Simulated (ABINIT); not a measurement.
# How the form of the self-energy moves the gap of BAs (F-43m)

How much does the gap of BAs (F-43m) depend on the approximation to the self-energy?

Program: ABINIT 10.8.3. Level of theory: PBE and many-body steps on it, plane waves. Results are calculated unless marked as measured.

**What was measured.**

- Gap 4.12 eV: direct gap from square of absorption coefficient, average of two samples; spectroscopic ellipsometry; 300 K; bulk crystal (CVT-grown opaque bulk crystals) (“Optical properties of cubic boron arsenide”, 2019, arxiv:1911.04914).

- Gap 1.82 eV: indirect optical gap from absorption edge; UV-visible absorption; 300 K; bulk crystal (single crystal grown by chemical vapor transport) (“Basic Physical Properties of Cubic Boron Arsenide”, 2019, arxiv:1911.11281).

- Gap 2.02 eV: indirect gap from square root of absorption coefficient, average of three samples; transmission and reflection spectroscopy; 300 K; bulk crystal (CVT-grown platelets about 10 um thick) (“Optical properties of cubic boron arsenide”, 2019, arxiv:1911.04914).

### Step 1. The structure

It takes space group F-43m (No. 216, cubic). Conventional cell: a = 4.777 Å, b = 4.777 Å, c = 4.777 Å, α = 90.00°, β = 90.00°, γ = 90.00°. Nearest to B lie 4 As at 2.07 Å. As has 4 B at 2.07 Å nearest. Farther neighbours are not listed.

The cell and positions come from the Crystallography Open Database and are kept as given unless a step says otherwise.

### Step 2. Empty states on the mesh, 6×6×6 mesh, 247 bands

This step: ABINIT 10.8.3; DFT, PBE, plane waves, norm-conserving pseudopotentials.

The sums over transitions need many empty states on a uniform mesh; this step solves for them.

run.abi reads:

```
acell 3*1.0 Angstrom
rprim 
  -0.000000000000 2.388500000000 2.388500000000
  2.388500000000 -0.000000000000 2.388500000000
  2.388500000000 2.388500000000 -0.000000000000
ntypat 2
znucl 5 33
natom 2
typat 1 2
xred 
  0.000000000000 0.000000000000 0.000000000000
  0.250000000000 0.250000000000 0.250000000000
pp_dirpath "pseudos"
pseudos "B.upf, As.upf"
ecut 38
ngkpt 6 6 6
nshiftk 1
shiftk 0 0 0
kptopt 1
chksymbreak 0
irdden 1
istwfk *1
nband 247
prtvol 0
optdriver 6
gwr_task "HDIAGO"
paral_kgb 0
occopt 1
indata_prefix "in"
outdata_prefix "out"
tmpdata_prefix "tmp"
```

The run is started by

```
> OMP_NUM_THREADS=1 mpirun -n 4 abinit run.abi > log
```

The program printed:

```text
.Version 10.8.3 of ABINIT. v10.8.2 released Aug 2026.

 Symmetries : space group F-4 3 m (#216); Bravais cF (face-center cubic)
[... echo of the input left out ...]
== DATASET  1 ==================================================================
-   mpi_nproc: 4, omp_nthreads: 1 (-1 if OMP is not activated)

--- !DatasetInfo
iteration_state: {dtset: 1, }
dimensions: {natom: 2, nkpt: 16, mband: 247, nsppol: 1, nspinor: 1, nspden: 1, mpw: 2085, }
cutoff_energies: {ecut:  38.0, pawecutdg:  -1.0, }
[...]
Indirect band gap semiconductor
 Fundamental gap:     1.294 (eV)
   VBM:     6.564 (eV) at k: [ 0.0000E+00,  0.0000E+00,  0.0000E+00]
   CBM:     7.859 (eV) at k: [ 3.3333E-01,  3.3333E-01,  0.0000E+00]
 Direct gap:         3.292 (eV) at k: [ 0.0000E+00,  0.0000E+00,  0.0000E+00]

== END DATASET(S) ==============================================================
================================================================================

 -outvars: echo values of variables after computation  --------
           etotal      0.0000000000E+00
            nband         247
             nkpt          16
          spgroup         216
 [... the other variables as echoed above ...]

 Calculation completed.
```

Elapsed: 36 s, on 4 MPI ranks of Arm Neoverse V1, shared host; peak memory 1.2 GiB; 2.4 min of CPU time.

This step gave:

* gap: 1.294 eV
* k of the valence top: 0, 0, 0
* k of the conduction bottom: 0.3333, 0.3333, 0
* least direct gap: 3.292 eV
* k points computed: 16
* lowest point of the top converged band, above the valence top: 223.6914 eV

On this mesh the gap is 1.294 eV.

The density comes from a self-consistent run that is not shown.

### Step 3. Screening, 6×6×6 mesh, 239 bands, screening to 304.8 eV

The RPA dielectric matrix is built and inverted for each q.

This step: RPA screening on PBE, plane waves, norm-conserving pseudopotentials.

run.abi, as its differences from that of step 2:

```diff
@@ -20,10 +20,11 @@
 chksymbreak 0
-irdden 1
 istwfk *1
-nband 247
-prtvol 0
-optdriver 6
-gwr_task "HDIAGO"
-paral_kgb 0
 occopt 1
+irdwfk 1
+optdriver 3
+nband 239
+ecuteps 11.2
+inclvkb 2
+awtr 1
+symchi 1
 indata_prefix "in"
```

The program printed:

```text
.Version 10.8.3 of ABINIT. v10.8.2 released Aug 2026.

 Symmetries : space group F-4 3 m (#216); Bravais cF (face-center cubic)
[... echo of the input left out ...]
== DATASET  1 ==================================================================
-   mpi_nproc: 4, omp_nthreads: 1 (-1 if OMP is not activated)

--- !DatasetInfo
iteration_state: {dtset: 1, }
dimensions: {natom: 2, nkpt: 16, mband: 239, nsppol: 1, nspinor: 1, nspden: 1, mpw: 2085, }
cutoff_energies: {ecut:  38.0, pawecutdg:  -1.0, }
electrons: {nelect:   1.80000000E+01, charge:   0.00000000E+00, occopt:   1.00000000E+00, tsmear:   1.00000000E-02, }

 SCREENING: Calculation of the susceptibility and dielectric matrices

 Based on a program developped by R.W. Godby, V. Olevano, G. Onida, and L. Reining.
 Incorporated in ABINIT by V. Olevano, G.-M. Rignanese, and M. Torrent.
.Using double precision arithmetic ; gwpc =  8

[... cell and pseudopotentials left out ...]
--------------------------------------------------------------------------------

 ==== K-mesh for the wavefunctions ====
 Number of points in the irreducible wedge :    16
[... list of points left out ...]
 Together with 24 symmetry operations and time-reversal symmetry
 yields   216 points in the full Brillouin Zone.

 ==== Q-mesh for the screening function ====
 Number of points in the irreducible wedge :    16
[... list of points left out ...]
 Together with 24 symmetry operations and time-reversal symmetry
 yields   216 points in the full Brillouin Zone.

 setmesh: FFT mesh size selected  =    27x   27x   27
          total number of points  =        19683

 vcoul_init : cutoff-mode = AUXILIARY_FUNCTION
 q-points for optical limit:   1
     1)      0.000010    0.000020    0.000030

- screening: taking advantage of time-reversal symmetry
- Maximum band index for partially occupied states nbvw = 9
- Remaining bands to be divided among processors   nbcw = 230
- Number of bands treated by each node ~57

 Number of electrons calculated from density =   18.0000; Expected =   18.0000
 average of density, n =  0.097875
 r_s =    1.3461
 omega_plasma =   30.1780 [eV]

 calculating chi0 at frequencies [eV] :
  1    0.000000E+00    0.000000E+00
  2    0.000000E+00    3.017802E+01

--------------------------------------------------------------------------------
  q-point number  1        q = ( 0.000000, 0.000000, 0.000000) [r.l.u.]
--------------------------------------------------------------------------------
[... chi0 elements left out ...]
 For q-point:  0.000010 0.000020 0.000030
  dielectric constant =  10.4887
  dielectric constant without local fields =  11.4884

  Average fulfillment of the sum rule on Im[epsilon] for q-point    1 :    119.37  [%]
[... wings left out ...]
  q-point number  2        q = ( 0.166667, 0.000000, 0.000000) [r.l.u.]
--------------------------------------------------------------------------------
[... chi0 elements left out ...]
  Average fulfillment of the sum rule on Im[epsilon] for q-point    2 :    149.30  [%]

 [... 14 further q-points ...]
```

Run time: 7 min. Hardware: 4 MPI ranks; peak memory 1.9 GiB.

Numbers from this step:

```yaml
eps_infinity_with_local_fields_on_this_mesh_along_the_program_s_q_direction: 10.49
the_same_without_local_fields: 11.49
plasma_frequency: 30.18 eV
plane_waves_in_the_screening_matrix: 331
```

Local fields lower ε∞ by 9 %.

### Step 4. G0W0, Godby-Needs plasmon pole

The self-energy is evaluated for the states that the input lists, and the levels follow from it, in one-shot runs by the linearised quasiparticle equation.

This step: G0W0 on PBE, plane waves, norm-conserving pseudopotentials.

run.abi, as its differences from that of step 3:

```diff
@@ -23,8 +23,17 @@
 irdwfk 1
-optdriver 3
+optdriver 4
 nband 239
+gwcalctyp 0
+ecutsigx 38
+symsigma 1
+nkptgw 2
+kptgw 
+  0.0000000000 0.0000000000 0.0000000000
+  0.3333333333 0.3333333333 0.0000000000
+bdgw 
+  7 12
+  8 11
 ecuteps 11.2
-inclvkb 2
-awtr 1
-symchi 1
+irdscr 1
+ppmodel 1
 indata_prefix "in"
```

The program printed:

```text
.Version 10.8.3 of ABINIT. v10.8.2 released Aug 2026.

 Symmetries : space group F-4 3 m (#216); Bravais cF (face-center cubic)
[... echo of the input left out ...]
== DATASET  1 ==================================================================
-   mpi_nproc: 4, omp_nthreads: 1 (-1 if OMP is not activated)

--- !DatasetInfo
iteration_state: {dtset: 1, }
dimensions: {natom: 2, nkpt: 16, mband: 239, nsppol: 1, nspinor: 1, nspden: 1, mpw: 2085, }
cutoff_energies: {ecut:  38.0, pawecutdg:  -1.0, }
electrons: {nelect:   1.80000000E+01, charge:   0.00000000E+00, occopt:   1.00000000E+00, tsmear:   1.00000000E-02, }

 SIGMA: Calculation of the GW corrections

 Based on a program developped by R.W. Godby, V. Olevano, G. Onida, and L. Reining.
 Incorporated in ABINIT by V. Olevano, G.-M. Rignanese, and M. Torrent.
.Using double precision arithmetic ; gwpc =  8

[... cell and pseudopotentials left out ...]
--------------------------------------------------------------------------------

 ==== K-mesh for the wavefunctions ====
 Number of points in the irreducible wedge :    16
[... list of points left out ...]
 Together with 24 symmetry operations and time-reversal symmetry
 yields   216 points in the full Brillouin Zone.

 ==== Q-mesh for screening function ====
 Number of points in the irreducible wedge :    16
[... list of points left out ...]
 Together with 24 symmetry operations and time-reversal symmetry
 yields   216 points in the full Brillouin Zone.

 vcoul_init : cutoff-mode = AUXILIARY_FUNCTION
 q-points for optical limit:   1
     1)      0.000010    0.000020    0.000030
 setmesh: FFT mesh size selected  =    36x   36x   36
          total number of points  =        46656

 Number of electrons calculated from density =   18.0000; Expected =   18.0000
 average of density, n =  0.097875
 r_s =    1.3461
 omega_plasma =   30.1780 [eV]

 === KS Band Gaps ===
  >>>> For spin  1
   Minimum direct gap =   3.2922 [eV], located at k-point      :   0.0000  0.0000  0.0000
   Fundamental gap    =   1.2941 [eV], Top of valence bands at :   0.0000  0.0000  0.0000
                                       Bottom of conduction at :   0.3333  0.3333  0.0000
 SIGMA fundamental parameters:
 PLASMON POLE MODEL  1
 number of plane-waves for SigmaX                 2085
 number of plane-waves for SigmaC and W            331
 number of plane-waves for wavefunctions          2085
 number of bands                                   239
 number of independent spin polarizations            1
 number of spinorial components                      1
 number of k-points in IBZ                          16
 number of q-points in IBZ                          16
 number of symmetry operations                      24
 number of k-points in BZ                          216
 number of q-points in BZ                          216
 number of frequencies for dSigma/dE                 9
 frequency step for dSigma/dE [eV]                0.25
 number of omega for Sigma on real axis              0
 max omega for Sigma on real axis  [eV]           0.00
 zcut for avoiding poles [eV]                     0.10

 EPSILON^-1 parameters (SCR file):
 dimension of the eps^-1 matrix on file            331
 dimension of the eps^-1 matrix used               331
 number of plane-waves for wavefunctions          2085
 number of bands                                   239
 number of q-points in IBZ                          16
 number of frequencies                               2
 number of real frequencies                          1
 number of imag frequencies                          1

 matrix elements of self-energy operator (all in [eV])

 Perturbative Calculation

--- !SelfEnergy_ee
iteration_state: {dtset: 1, }
kpoint     : [   0.000,    0.000,    0.000, ]
spin       : 1
KS_gap     :    3.292
QP_gap     :    4.122
Delta_QP_KS:    0.830
data: !SigmaeeData |
     Band     E0 <VxcDFT>   SigX SigC(E0)      Z dSigC/dE  Sig(E)    E-E0       E
        7   6.564 -13.701 -15.543   0.643   0.805  -0.242 -14.666  -0.964   5.600
        8   6.564 -13.701 -15.543   0.643   0.805  -0.242 -14.666  -0.964   5.600
        9   6.564 -13.701 -15.543   0.643   0.805  -0.242 -14.666  -0.964   5.600
       10   9.857 -12.550  -8.416  -4.301   0.807  -0.239 -12.685  -0.135   9.722
       11   9.857 -12.550  -8.416  -4.301   0.807  -0.239 -12.685  -0.135   9.722
       12   9.857 -12.550  -8.416  -4.301   0.807  -0.239 -12.685  -0.135   9.722

--- !SelfEnergy_ee
iteration_state: {dtset: 1, }
kpoint     : [   0.333,    0.333,    0.000, ]
spin       : 1
KS_gap     :    4.745
QP_gap     :    5.876
Delta_QP_KS:    1.131
data: !SigmaeeData |
     Band     E0 <VxcDFT>   SigX SigC(E0)      Z dSigC/dE  Sig(E)    E-E0       E
        8   3.114 -12.780 -16.164   1.895   0.794  -0.260 -13.962  -1.182   1.932
        9   3.114 -12.780 -16.164   1.895   0.794  -0.260 -13.962  -1.182   1.932
       10   7.859 -11.353  -7.290  -4.126   0.815  -0.226 -11.404  -0.051   7.808
       11   9.721 -10.888  -6.139  -4.733   0.814  -0.228 -10.875   0.013   9.735

== END DATASET(S) ==============================================================
================================================================================

 -outvars: echo values of variables after computation  --------
           etotal      0.0000000000E+00
            nband         239
             nkpt          16
          spgroup         216
 [... the other variables as echoed above ...]

 Calculation completed.
```

Wall time 92 s (4 MPI ranks); peak memory 2 GiB; 6.2 min of CPU time.

Numbers from this step:

| Item | Value |
| --- | --- |
| G0W0 gap on the points computed | 2.208 eV |
| starting gap on the mesh | 1.294 eV |
| k of the valence top | 0, 0, 0 |
| k of the conduction bottom | 0.3333, 0.3333, 0 |
| Z at the valence top | 0.805 |
| Z at the conduction bottom | 0.815 |
| least direct G0W0 gap on the computed points | 4.122 eV |

The gap on the mesh goes from 1.29 eV to 2.21 eV, a correction of +0.91 eV.

### Step 5. G0W0, Hybertsen-Louie plasmon pole

run.abi, as its differences from that of step 4:

```diff
@@ -37,3 +37,3 @@
 irdscr 1
-ppmodel 1
+ppmodel 2
 indata_prefix "in"
```

The program printed:

```text
.Version 10.8.3 of ABINIT. v10.8.2 released Aug 2026.

 Symmetries : space group F-4 3 m (#216); Bravais cF (face-center cubic)
[... echo of the input left out ...]
== DATASET  1 ==================================================================
-   mpi_nproc: 4, omp_nthreads: 1 (-1 if OMP is not activated)

--- !DatasetInfo
iteration_state: {dtset: 1, }
dimensions: {natom: 2, nkpt: 16, mband: 239, nsppol: 1, nspinor: 1, nspden: 1, mpw: 2085, }
cutoff_energies: {ecut:  38.0, pawecutdg:  -1.0, }
electrons: {nelect:   1.80000000E+01, charge:   0.00000000E+00, occopt:   1.00000000E+00, tsmear:   1.00000000E-02, }

 SIGMA: Calculation of the GW corrections

 Based on a program developped by R.W. Godby, V. Olevano, G. Onida, and L. Reining.
 Incorporated in ABINIT by V. Olevano, G.-M. Rignanese, and M. Torrent.
.Using double precision arithmetic ; gwpc =  8

[... cell and pseudopotentials left out ...]
--------------------------------------------------------------------------------

 ==== K-mesh for the wavefunctions ====
 Number of points in the irreducible wedge :    16
[... list of points left out ...]
 Together with 24 symmetry operations and time-reversal symmetry
 yields   216 points in the full Brillouin Zone.

 ==== Q-mesh for screening function ====
 Number of points in the irreducible wedge :    16
[... list of points left out ...]
 Together with 24 symmetry operations and time-reversal symmetry
 yields   216 points in the full Brillouin Zone.

 vcoul_init : cutoff-mode = AUXILIARY_FUNCTION
 q-points for optical limit:   1
     1)      0.000010    0.000020    0.000030
 setmesh: FFT mesh size selected  =    36x   36x   36
          total number of points  =        46656

 Number of electrons calculated from density =   18.0000; Expected =   18.0000
[...]
number of omega for Sigma on real axis              0
 max omega for Sigma on real axis  [eV]           0.00
 zcut for avoiding poles [eV]                     0.10

 EPSILON^-1 parameters (SCR file):
 dimension of the eps^-1 matrix on file            331
 dimension of the eps^-1 matrix used               331
 number of plane-waves for wavefunctions          2085
 number of bands                                   239
 number of q-points in IBZ                          16
 number of frequencies                               2
 number of real frequencies                          1
 number of imag frequencies                          1

 matrix elements of self-energy operator (all in [eV])

 Perturbative Calculation

--- !SelfEnergy_ee
iteration_state: {dtset: 1, }
kpoint     : [   0.000,    0.000,    0.000, ]
spin       : 1
KS_gap     :    3.292
QP_gap     :    4.296
Delta_QP_KS:    1.003
data: !SigmaeeData |
     Band     E0 <VxcDFT>   SigX SigC(E0)      Z dSigC/dE  Sig(E)    E-E0       E
        7   6.564 -13.701 -15.543   0.074   0.852  -0.174 -15.207  -1.505   5.059
        8   6.564 -13.701 -15.543   0.074   0.852  -0.174 -15.207  -1.505   5.059
        9   6.564 -13.701 -15.543   0.074   0.852  -0.174 -15.207  -1.505   5.059
[...]
--- !SelfEnergy_ee
iteration_state: {dtset: 1, }
kpoint     : [   0.333,    0.333,    0.000, ]
spin       : 1
KS_gap     :    4.745
QP_gap     :    6.055
Delta_QP_KS:    1.310
data: !SigmaeeData |
     Band     E0 <VxcDFT>   SigX SigC(E0)      Z dSigC/dE  Sig(E)    E-E0       E
[...]
10   7.859 -11.353  -7.290  -4.572   0.858  -0.166 -11.789  -0.436   7.423
       11   9.721 -10.888  -6.139  -5.130   0.858  -0.166 -11.215  -0.327   9.394

== END DATASET(S) ==============================================================
================================================================================

 -outvars: echo values of variables after computation  --------
           etotal      0.0000000000E+00
            nband         239
             nkpt          16
          spgroup         216
 [... the other variables as echoed above ...]

 Calculation completed.
```

Elapsed: 91 s, on 4 MPI ranks; peak memory 1.9 GiB; 6 min of CPU time.

This step gave:

```
G0W0 gap on the points computed              : 2.364 eV
starting gap on the mesh                     : 1.294 eV
k of the valence top                         : 0, 0, 0
k of the conduction bottom                   : 0.3333, 0.3333, 0
Z at the valence top                         : 0.852
Z at the conduction bottom                   : 0.858
least direct G0W0 gap on the computed points : 4.296 eV
```

Against G0W0 in ABINIT (6×6×6 mesh, 239 bands, screening to 304.8 eV, Godby-Needs plasmon pole), the gap moves by +0.156 eV.

### Step 6. G0W0, von der Linden-Horsch plasmon pole

run.abi, as its differences from that of step 5:

```diff
@@ -37,3 +37,3 @@
 irdscr 1
-ppmodel 2
+ppmodel 3
 indata_prefix "in"
```

The program printed:

```text
.Version 10.8.3 of ABINIT. v10.8.2 released Aug 2026.

 Symmetries : space group F-4 3 m (#216); Bravais cF (face-center cubic)
[... echo of the input left out ...]
== DATASET  1 ==================================================================
-   mpi_nproc: 4, omp_nthreads: 1 (-1 if OMP is not activated)

--- !DatasetInfo
iteration_state: {dtset: 1, }
dimensions: {natom: 2, nkpt: 16, mband: 239, nsppol: 1, nspinor: 1, nspden: 1, mpw: 2085, }
cutoff_energies: {ecut:  38.0, pawecutdg:  -1.0, }
[...]
Band     E0 <VxcDFT>   SigX SigC(E0)      Z dSigC/dE  Sig(E)    E-E0       E
[...]
10   7.859 -11.353  -7.290  -4.786   0.866  -0.154 -11.979  -0.626   7.232
       11   9.721 -10.888  -6.139  -5.362   0.868  -0.152 -11.420  -0.532   9.190

== END DATASET(S) ==============================================================
================================================================================

 -outvars: echo values of variables after computation  --------
           etotal      0.0000000000E+00
            nband         239
             nkpt          16
          spgroup         216
 [... the other variables as echoed above ...]

 Calculation completed.
```

It took 35 s on 4 MPI ranks; peak memory 1.8 GiB.

This step gave:

* G0W0 gap on the points computed: 2.265 eV
* starting gap on the mesh: 1.294 eV
* k of the valence top: 0, 0, 0
* k of the conduction bottom: 0.3333, 0.3333, 0
* least direct G0W0 gap on the computed points: 4.239 eV

Against G0W0 in ABINIT (6×6×6 mesh, 239 bands, screening to 304.8 eV, Godby-Needs plasmon pole), the gap moves by +0.057 eV.

(Part 1 of 2 ends here.)

[Paths, hosts, dates, memory and timing lines, banners, echoed tables and standing remarks are left out of the program output.]

[Logs are printed without paths, hosts, clocks, repeated set-up lines and the standing remarks that a program may print on its own settings, such as how far it seeks lower states.]

[Runs of the session that timed out or met a known fault of the program may be left out.]

[Hosts, paths, dates, database ids (printed as entryN), source tags and the programs' standing remarks are cut or masked in the printed files.]

[G0W0 gaps are taken among the corrected bands and points alone; a level outside them can change the order at an edge.]

[Where Ansatz stands beside ABINIT at settings called matched, ABINIT's density can come from a denser mesh and the files from another edition; pairs whose starting gaps differed by over 0.03 eV were left out, so agreement reads better than it is.]
